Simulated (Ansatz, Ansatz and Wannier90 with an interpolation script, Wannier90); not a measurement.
# From a coarse GW mesh to bands everywhere: GaN (P6_3mc), part 2 of 3

Aim: the G0W0 bands of GaN (P6_3mc) along the symmetry lines, with the gap off the mesh.

Ansatz 0.2.0; LDA, Wannier functions and G0W0, plane waves, PAW. Known limits of the many-body steps: not at the basis limit; no spin-orbit coupling.

So far. Step 2 (LDA bands): The gap is direct, at Γ.

The database entry behind the starting cell differs from later determinations by our own check (about 0.3 % short, ideal inner coordinate), so it need not match the best structure at ambient conditions.

## (4) Wannier functions by Wannier90 (Ga:4s Ga:4p N:2p) on 9×9×4

Localised functions give a small Hamiltonian that interpolates between mesh points at no cost.

This step: maximally localised Wannier functions from the overlaps of LDA states (plane waves, PAW).

Contents of w.win:

```
num_iter = 1200
conv_tol = 1.0e-8
conv_window = 5
dis_num_iter = 4000
dis_conv_tol = 1.0e-8
dis_mix_ratio = 0.7
write_hr = true
use_ws_distance = false
num_print_cycles = 50
! ansatz wannier90 interface
! projections by site (counted from 0) and shell: 0 4S, 1 4S, 0 4P, 1 4P, 2 2P, 3 2P
! states of the run's bands (counted from 1): 1-29
num_bands = 29
num_wann  = 14
dis_win_min = 2.11
dis_win_max = 25.11
dis_froz_min = 2.11
dis_froz_max = 14.45
guiding_centres = true
shell_list = 2 1

begin unit_cell_cart
Ang
       3.1799999976706714                      0.0                      0.0
      -1.5899999988353357       2.7539607820172574                      0.0
                      0.0                      0.0                    5.166
end unit_cell_cart

begin atoms_frac
Ga        0.3333333333333333       0.6666666666666666                      0.0
Ga        0.6666666666666666       0.3333333333333333                      0.5
N         0.3333333333333333       0.6666666666666666                    0.375
N         0.6666666666666666       0.3333333333333333                    0.875
end atoms_frac

mp_grid = 9 9 4

[... the mesh's points ...]
```

Run with:

```console
OMP_NUM_THREADS=1 mpirun -n 8 wannier90.x w > wannier90.x.log
```

Numbers of over 12 decimals in the logs are rounded to 6 here.

The log of the run:

```text
TEM
                                    ------

                              Lattice Vectors (Ang)
                    a_1     3.180000   0.000000   0.000000
                    a_2    -1.590000   2.753961   0.000000
                    a_3     0.000000   0.000000   5.166000

                   Unit Cell Volume:      45.24174  (Ang^3)

                        Reciprocal-Space Vectors (Ang^-1)
                    b_1     1.975844   1.140754  -0.000000
                    b_2     0.000000   2.281509   0.000000
                    b_3     0.000000  -0.000000   1.216257

 *----------------------------------------------------------------------------*
 |   Site       Fractional Coordinate          Cartesian Coordinate (Ang)     |
 +----------------------------------------------------------------------------+
 | ga   1   0.33333   0.66667   0.00000   |   -0.00000   1.83597   0.00000    |
 | ga   2   0.66667   0.33333   0.50000   |    1.59000   0.91799   2.58300    |
 | n    1   0.33333   0.66667   0.37500   |   -0.00000   1.83597   1.93725    |
 | n    2   0.66667   0.33333   0.87500   |    1.59000   0.91799   4.52025    |
 *----------------------------------------------------------------------------*
                                ------------
                                K-POINT GRID
                                ------------

             Grid size =  9 x  9 x  4      Total points =  324

 *---------------------------------- MAIN ------------------------------------*
 |  Number of Wannier Functions               :                14             |
 |  Number of Objective Wannier Functions     :                14             |
 |  Number of input Bloch states              :                29             |
 |  Output verbosity (1=low, 5=high)          :                 1             |
 |  Timing Level (1=low, 5=high)              :                 1             |
 |  Optimisation (0=memory, 3=speed)          :                 3             |
 |  Length Unit                               :               Ang             |
 |  Post-processing setup (write *.nnkp)      :                 F             |
 |  Using Gamma-only branch of algorithms     :                 F             |
 *----------------------------------------------------------------------------*
 *------------------------------- WANNIERISE ---------------------------------*
 |  Total number of iterations                :              1200             |
 |  Number of CG steps before reset           :                 5             |
 |  Trial step length for line search         :             2.000             |
 |  Convergence tolerence                     :         0.100E-07             |
 |  Convergence window                        :                 5             |
 |  Iterations between writing output         :                50             |
 |  Iterations between backing up to disk     :               100             |
 |  Write r^2_nm to file                      :                 F             |
 |  Write xyz WF centres to file              :                 F             |
 |  Write on-site energies <0n|H|0n> to file  :                 F             |
 |  Use guiding centre to control phases      :                 T             |
 |  Use phases for initial projections        :                 F             |
 |  Iterations before starting guiding centres:                 0             |
 |  Iterations between using guiding centres  :                 1             |
 *----------------------------------------------------------------------------*
 *------------------------------- DISENTANGLE --------------------------------*
 |  Using band disentanglement                :                 T             |
 |  Total number of iterations                :              4000             |
 |  Mixing ratio                              :             0.700             |
 |  Convergence tolerence                     :         1.000E-08             |
 |  Convergence window                        :                 3             |
 *----------------------------------------------------------------------------*
 *-------------------------------- PLOTTING ----------------------------------*
 |  Plotting Hamiltonian in WF basis          :                 T             |
 *----------------------------------------------------------------------------*

 *---------------------------------- K-MESH ----------------------------------*
 +----------------------------------------------------------------------------+
 |                    Distance to Nearest-Neighbour Shells                    |
 |                    ------------------------------------                    |
 |          Shell             Distance (Ang^-1)          Multiplicity         |
 |          -----             -----------------          ------------         |
 |             1                   0.253501                      6            |
 |             2                   0.304064                      2            |
 |             3                   0.395876                     12            |
 |             4                   0.439077                      6            |
 |             5                   0.507002                      6            |
 |             6                   0.534082                     12            |
[...]
*------------------------------- DISENTANGLE --------------------------------*
 +----------------------------------------------------------------------------+
 |                              Energy  Windows                               |
 |                              ---------------                               |
 |                   Outer:    2.11000  to   25.11000  (eV)                   |
 |                   Inner:    2.11000  to   14.45000  (eV)                   |
 +----------------------------------------------------------------------------+
   Number of target bands to extract:   14

                   Unitarised projection of Wannier functions
                   ------------------------------------------
   A_mn = <psi_m|g_n> --> S = A.A^+ --> U = S^-1/2.A
   In dis_project... done
   Using an inner window (linner = T)
   In dis_proj_froz... done

                   Extraction of optimally-connected subspace
                   ------------------------------------------
 +---------------------------------------------------------------------+<-- DIS
 |  Iter     Omega_I(i-1)      Omega_I(i)      Delta (frac.)    Time   |<-- DIS
 +---------------------------------------------------------------------+<-- DIS
       1      20.32299541      19.76772977       2.809E-02      0.00    <-- DIS
       2      19.86602421      19.55792229       1.575E-02      0.01    <-- DIS
       3      19.61690046      19.42515189       9.871E-03      0.01    <-- DIS
      50      19.07459750      19.07463354      -1.889E-06      0.25    <-- DIS
     100      19.07444819      19.07445088      -1.415E-07      0.50    <-- DIS

             <<<      Delta < 1.000E-08  over  3 iterations     >>>
             <<< Disentanglement convergence criteria satisfied >>>

        Final Omega_I    19.07445051 (Ang^2)

 +----------------------------------------------------------------------------+

 Writing checkpoint file w.chk... done

 *------------------------------- WANNIERISE ---------------------------------*
 +--------------------------------------------------------------------+<-- CONV
 | Iter  Delta Spread     RMS Gradient      Spread (Ang^2)      Time  |<-- CONV
 +--------------------------------------------------------------------+<-- CONV

 ------------------------------------------------------------------------------
 Initial State
  WF centre and spread    1  ( -0.000000,  1.835974, -0.003805 )     2.01819333
  WF centre and spread    2  (  1.590000,  0.917987,  2.579195 )     2.01819333
  WF centre and spread    3  ( -0.000000,  1.835974, -0.483593 )     2.99162907
  WF centre and spread    4  (  0.000000,  2.119752,  0.195717 )     2.76001767
  WF centre and spread    5  (  0.000000,  1.547317,  0.195717 )     2.76085377
  WF centre and spread    6  (  1.590000,  0.917987,  2.099407 )     2.99162907
  WF centre and spread    7  (  1.590000,  0.634208,  2.778717 )     2.76001767
  WF centre and spread    8  (  1.590000,  1.206643,  2.778717 )     2.76085377
  WF centre and spread    9  ( -0.000000,  1.835974,  1.921953 )     1.07315547
  WF centre and spread   10  (  0.000000,  1.826133,  1.952127 )     1.00179237
[...]
Sum of centres and spreads ( 11.130000, 19.277725, 29.541484 )    27.21487653

      0     0.272E+02     0.0000000000       27.2148765294       0.79  <-- CONV
        O_D=      0.2162999 O_OD=      7.9241262 O_TOT=     27.2148765 <-- SPRD
 ------------------------------------------------------------------------------
 Cycle:      1
[...]
Sum of centres and spreads ( 11.130000, 19.277725, 29.525682 )    26.26985705

      1    -0.945E+00     0.4972519604       26.2698570477       0.80  <-- CONV
        O_D=      0.1892733 O_OD=      7.0061332 O_TOT=     26.2698570 <-- SPRD
 Delta: O_D= -0.2702653E-01 O_OD= -0.9179929E+00 O_TOT= -0.9450195E+00 <-- DLTA
 ------------------------------------------------------------------------------
 Cycle:     50
[...]
Sum of centres and spreads ( 11.130000, 19.277725, 29.531848 )    22.67092784

     50    -0.187E-04     0.0027897066       22.6709278410       1.33  <-- CONV
        O_D=      0.1125734 O_OD=      3.4839039 O_TOT=     22.6709278 <-- SPRD
 Delta: O_D= -0.1606342E-04 O_OD= -0.2612875E-05 O_TOT= -0.1867629E-04 <-- DLTA
 ------------------------------------------------------------------------------

             <<<     Delta < 1.000E-08  over  5 iterations     >>>
             <<< Wannierisation convergence criteria satisfied >>>

 Final State
[...]
WF centre and spread   10  ( -0.000000,  1.826529,  1.952313 )     0.91820237
  WF centre and spread   11  (  0.000000,  1.840365,  1.950204 )     0.91443929
  WF centre and spread   12  (  1.590000,  0.918010,  4.511812 )     0.95289622
  WF centre and spread   13  (  1.590000,  0.927431,  4.535313 )     0.91820237
  WF centre and spread   14  (  1.590000,  0.913596,  4.533204 )     0.91443929
  Sum of centres and spreads ( 11.130000, 19.277725, 29.531749 )    22.67088033

         Spreads (Ang^2)       Omega I      =    19.074450515
        ================       Omega D      =     0.112513064
                               Omega OD     =     3.483916750
    Final Spread (Ang^2)       Omega Total  =    22.670880329
 ------------------------------------------------------------------------------

 Writing checkpoint file w.chk... done

 *---------------------------------------------------------------------------*
 |                               PLOTTING                                    |
 *---------------------------------------------------------------------------*

 *===========================================================================*
 |                             TIMING INFORMATION                            |
 *===========================================================================*
 |    Tag                                                Ncalls      Time (s)|
 |---------------------------------------------------------------------------|
 |kmesh: get                                        :         1         0.091|
 |overlap: read                                     :         1         1.752|
 |dis: main                                         :         1         0.815|
 |wann: main                                        :         1         0.971|
 |plot: main                                        :         1         0.176|
 *---------------------------------------------------------------------------*
 All done: wannier90 exiting
```

The job ended after 4.9 s (8 MPI ranks of Arm Neoverse V1, shared host).

This step gave:

- gauge-invariant spread: 19.07 Å²
- diagonal spread: 0.1125 Å²
- off-diagonal spread: 3.484 Å²
- total spread: 22.67 Å²
- disentanglement steps: 145
- r.m.s. interpolation error: 0.002865 eV
- r.m.s. error near the gap: 0.003738 eV

Near the gap the model misses directly solved bands by 3.7 meV r.m.s. and by 51 meV at most in the window tested. This tests the starting bands, not the corrections carried with them.

Wannier functions, by row:

```csv
function,x (Å),y (Å),z (Å),spread (Å²),nearest atom,distance (Å)
1,0,2.328,0.347,2.067,Ga1,0.602
2,1.59,0.426,2.93,2.067,Ga2,0.602
3,0,1.85,-0.923,1.916,Ga1,0.923
4,0,2.128,0.19,2.704,Ga1,0.348
5,0,1.034,0.279,1.862,Ga1,0.849
6,1.59,0.904,1.66,1.916,Ga2,0.923
7,1.59,0.626,2.773,2.704,Ga2,0.348
8,1.59,1.72,2.862,1.862,Ga2,0.849
9,0,1.836,1.929,0.953,N3,0.008
10,0,1.827,1.952,0.918,N3,0.018
11,0,1.84,1.95,0.914,N3,0.014
12,1.59,0.918,4.512,0.953,N4,0.008
13,1.59,0.927,4.535,0.918,N4,0.018
14,1.59,0.914,4.533,0.914,N4,0.014
```

Frozen up to 4.97 eV; above it the model need not follow the bands. Electronic bands along the path, in eV, zero at the valence-band top:

```csv
point,band 15,band 16,band 17,band 18,band 19,band 20,band 21,band 22
Γ,-1.07,-0.06,0.00,0.00,1.97,4.20,9.10,9.75
halfway,-2.87,-2.04,-0.76,-0.50,4.29,5.84,7.31,8.48
M,-4.33,-2.81,-2.30,-1.00,4.93,5.54,6.31,8.52
halfway,-4.35,-3.62,-2.46,-1.90,5.74,6.49,6.69,8.37
K,-5.41,-3.08,-3.08,-2.75,5.40,7.74,7.74,8.29
halfway,-3.70,-2.45,-1.03,-0.95,4.93,6.82,7.29,7.63
Γ,-1.07,-0.06,0.00,0.00,1.97,4.20,9.10,9.75
halfway,-0.93,-0.93,-0.17,-0.17,3.13,4.31,8.71,9.45
A,-0.55,-0.55,-0.55,-0.55,4.23,4.23,8.38,8.38
halfway,-2.13,-2.13,-1.32,-1.32,5.18,5.18,7.56,7.56
L,-1.98,-1.98,-1.95,-1.95,4.31,4.31,8.01,8.01
halfway,-3.27,-3.27,-1.64,-1.64,5.29,5.29,8.09,8.09
H,-4.28,-4.28,-1.52,-1.52,6.38,6.38,7.26,7.26
halfway,-2.17,-2.17,-1.86,-1.86,5.61,5.61,7.57,7.57
A,-0.55,-0.55,-0.55,-0.55,4.23,4.23,8.38,8.38
jump to L,-1.98,-1.98,-1.95,-1.95,4.31,4.31,8.01,8.01
halfway,-3.38,-2.58,-1.75,-1.31,4.23,4.98,7.71,7.76
M,-4.33,-2.81,-2.30,-1.00,4.93,5.54,6.31,8.52
jump to H,-4.28,-4.28,-1.52,-1.52,6.38,6.38,7.26,7.26
halfway,-5.10,-3.27,-2.26,-2.26,6.04,7.14,7.14,8.07
K,-5.41,-3.08,-3.08,-2.75,5.40,7.74,7.74,8.29
```

The same for Kohn-Sham, solved directly:

```csv
point,band 15,band 16,band 17,band 18,band 19,band 20,band 21,band 22
Γ,-1.07,-0.06,0.00,0.00,1.97,4.20,9.10,9.74
M,-4.33,-2.81,-2.30,-1.00,4.92,5.53,5.94,8.52
K,-5.41,-3.08,-3.08,-2.75,4.97,7.74,7.74,8.29
Γ,-1.07,-0.06,0.00,0.00,1.97,4.20,9.10,9.74
A,-0.55,-0.55,-0.55,-0.55,4.23,4.23,8.38,8.38
L,-1.98,-1.98,-1.95,-1.95,4.31,4.31,7.68,7.68
H,-4.28,-4.28,-1.52,-1.52,6.38,6.38,7.19,7.19
A,-0.55,-0.55,-0.55,-0.55,4.23,4.23,8.38,8.38
L,-1.98,-1.98,-1.95,-1.95,4.31,4.31,7.68,7.68
M,-4.33,-2.81,-2.30,-1.00,4.92,5.53,5.94,8.52
H,-4.28,-4.28,-1.52,-1.52,6.38,6.38,7.19,7.19
K,-5.41,-3.08,-3.08,-2.75,4.97,7.74,7.74,8.29
```

## (5) G0W0 at every point of the mesh: 9×9×4 mesh, 188 empty bands, screening to 150 eV

G0W0 replaces the xc potential by the self-energy, built once from these orbitals. Only a window of levels is corrected, while the sums run over the empty bands that the input names.

This step: G0W0 on LDA, plane waves, PAW.

Contents of input.yaml:

```yaml
crystal:
  lattice:
    - [3.18, 0.0, 0.0]
    - [-1.59, 2.75396078, 0.0]
    - [0.0, 0.0, 5.166]
  atoms:
    - { symbol: Ga, position: [0.33333333, 0.66666667, 0.0] }
    - { symbol: Ga, position: [0.66666667, 0.33333333, 0.5] }
    - { symbol: "N", position: [0.33333333, 0.66666667, 0.375] }
    - { symbol: "N", position: [0.66666667, 0.33333333, 0.875] }
kpoints:
  mp_grid: { grid: [9, 9, 4] }
hamiltonian:
  xc: lda
scf:
  occupations: { method: fixed }
gw:
  n_empty_bands: 188
  ecut_chi: 150.0
  qp_bands: [v6, c2]
  screening: { model: contour_deformation }
```

Run with:

```console
ansatz run input.yaml --threads 8 --pin off --max-ram 18432MiB --backend cpu --events-out ev --progress --plain --runs-dir out
```

The log of the run:

```text
[...]
Crystal: 4 atoms, lattice volume = 45.242 Å³
Basis set: ecut = 420 eV, 881 PW (Γ)
Bands: 22, of which v1, the nominal top of the filled ones, is band 18 counted from 1 (17 counted from 0)
Symmetry: 12 space group operations
[...]
k-points: 36 of 324 (time reversal used)
[...]
SCF iter   1: F=—  HF=-8164.196186 eV  |F-HF|=—  |Δ(HF+E_count)|=         —  Δρ=1.36e-2  dr2=7.98e-2  ethr=1.77e-3  ⟨swp⟩=4.3  Hψ=2798  notcnv=0  defer=39
[...]
SCF iter   6: F=-8164.172619 eV  HF=-8164.172619 eV  |F-HF|=2.67e-8  |Δ(HF+E_count)|=   5.25e-7  Δρ=1.17e-5  dr2=6.38e-8  ethr=2.78e-10  ⟨swp⟩=4.0  Hψ=3007  notcnv=0
SCF 1 converged in 6 iterations: F = -8164.172619 eV  dr2 = 6.38e-8
[...]
G₀W₀ screening: q 1/36
[... further progress lines ...]
[...]
SCF converged after 6 iterations
Free energy (F): -8164.172619 eV
[...]
Internal energy: -8164.172619 eV  (E = F + TS)
E sigma→0 (E₀):  -8164.172619 eV
Fermi energy:    9.481678 eV
[...]
--- Band table (eV; the first three rows and the last of 36) ---
  k-point 0: bands = [... 14 lower, 8.4074, 9.4191, 9.4817, 9.4817, 11.4543, 13.6771, 18.5810, 19.2212]
  k-point 1: bands = [... 14 lower, 8.5568, 8.5568, 9.3168, 9.3168, 12.6167, 13.7908, 18.1927, 18.9260]
  k-point 2: bands = [... 14 lower, 8.9300, 8.9300, 8.9300, 8.9300, 13.7111, 13.7111, 17.8567, 17.8567]
  k-point 35: bands = [... 14 lower, 5.1987, 5.1987, 7.9568, 7.9568, 15.8585, 15.8585, 16.6686, 16.6686]
--- G₀W₀: contour deformation, 6 samples at zero and on the imaginary axis and 2 off it, 324 q-points, 188 empty bands' worth ---
  eigenvalues of the whole cell's RPA ε∞ on this k-mesh (on a slab, of 1 + 4πα/V) = 5.6534, 5.6534, 5.8255; static W/v taken at q = 0 is 0.174657
  bands read: the sum over 206 bands ends inside a degenerate multiplet in 1 slot, whose members it reads at an even weight; the widest, k=34: bands 206 to 207 (counted from 1) at 1/2 each
    ik  band        ε_KS         Σx   Σc(E_QP)       V_xc       Z   E_QP_lin       E_QP  E_QP is
     0    13      2.2552   -20.2753     4.6580   -14.9507  0.7077     1.5993     1.5887  root
     0    14      8.4074   -22.8920     3.1199   -19.1979  0.7703     7.8291     7.8332  root
     0    15      8.4074   -22.8920     3.1199   -19.1979  0.7703     7.8291     7.8332  root
     0    16      9.4191   -23.7319     2.8782   -20.3672  0.7730     8.9301     8.9326  root
     0    17      9.4817   -23.8298     2.8643   -20.4834  0.7732     8.9972     8.9997  root
     0    18      9.4817   -23.8298     2.8643   -20.4834  0.7732     8.9972     8.9997  root
     0    19     11.4543   -11.7166    -3.7280   -16.1552  0.8071    12.1689    12.1650  root
     0    20     13.6771   -10.3737    -4.5241   -15.8384  0.8141    14.6268    14.6177  root
     1    13      3.3629   -22.0461     4.5289   -16.7786  0.7142     2.6146     2.6244  root
     1    14      7.9328   -22.8424     2.9320   -19.3384  0.7706     7.3561     7.3608  root
     1    15      8.5568   -23.0321     3.0915   -19.3778  0.7708     7.9901     7.9939  root
     1    16      8.5568   -23.0321     3.0915   -19.3778  0.7708     7.9901     7.9939  root
     1    17      9.3168   -23.7088     2.9227   -20.2862  0.7727     8.8142     8.8169  root
     1    18      9.3168   -23.7088     2.9227   -20.2862  0.7727     8.8142     8.8169  root
[...]
35    16      5.1987   -20.4023     3.7757   -15.8731  0.7453     4.4314     4.4453  root
    35    17      7.9568   -22.3052     3.1954   -18.5245  0.7676     7.3671     7.3716  root
    35    18      7.9568   -22.3052     3.1954   -18.5245  0.7676     7.3671     7.3716  root
    35    19     15.8585    -9.6654    -4.9136   -15.5370  0.8080    16.8289    16.8165  root
    35    20     15.8585    -9.6654    -4.9136   -15.5370  0.8080    16.8289    16.8165  root
```

Wall time 7.3 min (8 threads); peak memory 1.2 GiB.

This step gave:

```yaml
bands_summed: 206
rpa_eps_infinity_on_this_mesh_eigenvalues: 5.653, 5.653, 5.826
plane_waves_in_the_screening_matrix: 197
q_points_in_the_mesh: 324
g0w0_gap_on_the_mesh: 3.165 eV
k_of_the_valence_top: 0, 0, 0
k_of_the_conduction_bottom: 0, 0, 0
starting_gap_on_the_mesh: 1.973 eV
z_at_the_valence_top: 0.7732
z_at_the_conduction_bottom: 0.8071
least_direct_g0w0_gap_on_the_computed_points: 3.165 eV
```

The gap on the mesh goes from 1.97 eV to 3.17 eV, a correction of +1.19 eV. Between the two edge states, bare exchange in place of the xc potential would open the gap by 7.79 eV, and correlation takes back 6.59 eV.

[end of part 2 of 3]

[Paths, hosts, dates, memory and timing lines, banners, echoed tables and standing remarks are left out of the program output.]

[Logs are printed without paths, hosts, clocks, repeated set-up lines and the standing remarks that a program may print on its own settings, such as how far it seeks lower states.]

[Runs of the session that timed out or met a known fault of the program may be left out.]

[Hosts, paths, dates, database ids (printed as entryN), source tags and the programs' standing remarks are cut or masked in the printed files.]
